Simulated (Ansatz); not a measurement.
# Al3VN4: the cost of one run

Computed with Ansatz 0.2.0 (DFT PBE, scalar-relativistic, plane waves, PAW, unless a step's input says otherwise).

**1. Starting point**

The structure is hexagonal, space group P-6m2 (No. 187). The conventional cell has a = 3.122 Å, b = 3.122 Å, c = 12.066 Å, α = 90.00°, β = 90.00°, γ = 120.00°. Al (site symmetry -6m2) has 6 N at 2.35 Å as nearest neighbours. Al (site symmetry 3m) is surrounded by 6 N at 2.35 Å. V (site symmetry -6m2) is surrounded by 6 N at 2.35 Å. N (site symmetry 3m) has 6 Al at 2.35 Å as nearest neighbours. Around N (site symmetry 3m) lie 3 Al at 2.35 Å and 3 V at 2.35 Å.

As a file:

```cif
data_structure
_symmetry_space_group_name_H-M 'P-6m2'
_symmetry_Int_Tables_number 187
_cell_length_a 3.1222
_cell_length_b 3.1222
_cell_length_c 12.0661
_cell_angle_alpha 90.000
_cell_angle_beta 90.000
_cell_angle_gamma 120.000
_cell_volume 101.87
loop_
_atom_site_label
_atom_site_type_symbol
_atom_site_symmetry_multiplicity
_atom_site_Wyckoff_symbol
_atom_site_fract_x
_atom_site_fract_y
_atom_site_fract_z
_atom_site_occupancy
Al1 Al 1 e 0.66667 0.33333 0.00000 1
Al2 Al 2 i 0.66667 0.33333 0.25000 1
V1 V 1 f 0.66667 0.33333 0.50000 1
N1 N 2 h 0.33333 0.66667 0.12500 1
N2 N 2 h 0.33333 0.66667 0.37500 1
```

The start is an ordering of an alloy on its end members' structure types: elements ordered on the sites of the VN type, V/Al on V (P-6m2, No. 187).

**2. The guess as it stands, on a coarse mesh**

The input, input.yaml:

```yaml
crystal:
  lattice:
    - [3.12222231, 0.0, 0.0]
    - [-1.56111115, 2.70392383, 0.0]
    - [0.0, 0.0, 12.06612397]
  atoms:
    - { symbol: Al, position: [0.66666667, 0.33333333, 0.0] }
    - { symbol: Al, position: [0.66666667, 0.33333333, 0.25] }
    - { symbol: Al, position: [0.66666667, 0.33333333, 0.75] }
    - { symbol: V, position: [0.66666667, 0.33333333, 0.5], spin: 2.0 }
    - { symbol: "N", position: [0.33333333, 0.66666667, 0.125] }
    - { symbol: "N", position: [0.33333333, 0.66666667, 0.375] }
    - { symbol: "N", position: [0.33333333, 0.66666667, 0.625] }
    - { symbol: "N", position: [0.33333333, 0.66666667, 0.875] }
basis:
  ecutwfc: 420
kpoints:
  mp_grid: { grid: [6, 6, 2] }
hamiltonian:
  xc: pbe
scf:
  occupations: { method: gaussian, width: 0.1 }
  lower_state_search: "off"
output:
  forces: true
  stress: true
  eigenvalues: true
  populations: true
magnetization:
  spin_polarized: true
```

Run with:

```
$ ansatz run input.yaml --threads 1 --pin off --max-ram 2560MiB --backend cpu --events-out ev --progress --plain --runs-dir out
```

Q: Estimate wall time and peak memory on 1 thread of Arm Neoverse V1, shared host.

About 20 s, with a peak of 0.36 GiB.
